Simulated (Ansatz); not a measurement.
## The polar optical mode of LiCl at 30 GPa, worked through

The calculation used DFT PBEsol, scalar-relativistic, plane waves, PAW (Ansatz). Plane waves to 420 eV; Γ-centred k mesh 10×10×10; fixed occupations. No spin polarisation. Phonons by linear response, acoustic sum rule imposed.

The cell, relaxed at 30 GPa:
```
Li Cl
1.0
     0.00000    2.23234    2.23234
     2.23234    0.00000    2.23234
     2.23234    2.23234    0.00000
Li Cl
1 1
Direct
  0.00000 0.00000 0.00000
  0.50000 0.50000 0.50000
```

Other phases may be more stable at this pressure.

Linear response gives ν_TO = 470.4 cm⁻¹, Born charges ±1.077 e (positive on Li) and ε∞ = 3.751. The primitive cell holds 22.249 Å³, and the masses are 6.940 and 35.450 amu.

Question: Find ν_LO and the static dielectric constant.

Answer: The long-wave field adds a restoring force: ω_LO² − ω_TO² = Z*²e²/(ε_vac ε∞ μV). In these units ν_LO² − ν_TO² = 4.92064×10⁷ Z*²/(μ V ε∞) cm⁻², with μ = m₁m₂/(m₁ + m₂) = 5.804 amu: 117837 cm⁻². So ν_LO = √(470.4² + 117837) = 582.3 cm⁻¹, and the run gives 582.3. Lyddane–Sachs–Teller then gives ε0 = ε∞ (ν_LO/ν_TO)² = 5.75, against 5.75 in the run (it forms both from the same three quantities, so the match checks the arithmetic only). Between ν_TO and ν_LO the dielectric function is negative and an undamped crystal reflects fully: a reststrahlen band from 17.2 to 21.3 μm.

Question: What do the Clausius–Mossotti polarisability and the Szigeti charge come to?

Answer: With the Lorentz local field, α = (3V/4π)(ε∞ − 1)/(ε∞ + 2) = 2.54 Å³ for the pair, and e_S = 3Z*/(ε∞ + 2) = 0.56 e. The Born charge includes the electrons' response to the dipole's own local field, and e_S takes that enhancement out. The Lorentz field assumes point-like polarisable ions, a fair picture at this small ε∞.

Question: How strongly does a slow electron couple to the LO mode?

Answer: For one isotropic parabolic band, Fröhlich's constant is α_F = (1/ε∞ − 1/ε0) √(m* Ry/ħω_LO), with Ry = 13.606 eV, ħω_LO = 72.2 meV and m* in free-electron masses: α_F = 0.0926 × 13.73 × √m* = 1.27 √m*. The band mass isn't part of this run; for m* = 0.1, 0.3 and 1 it gives 0.40, 0.70, 1.27. In weak coupling the polaron lies α_F ħω_LO below the band edge (50 meV at m* = 0.3) with a mass m*(1 + α_F/6); past α_F of about 5 or 6 that expansion fails. A semilocal functional's ε∞ tends to be too large, which taken alone lowers α_F.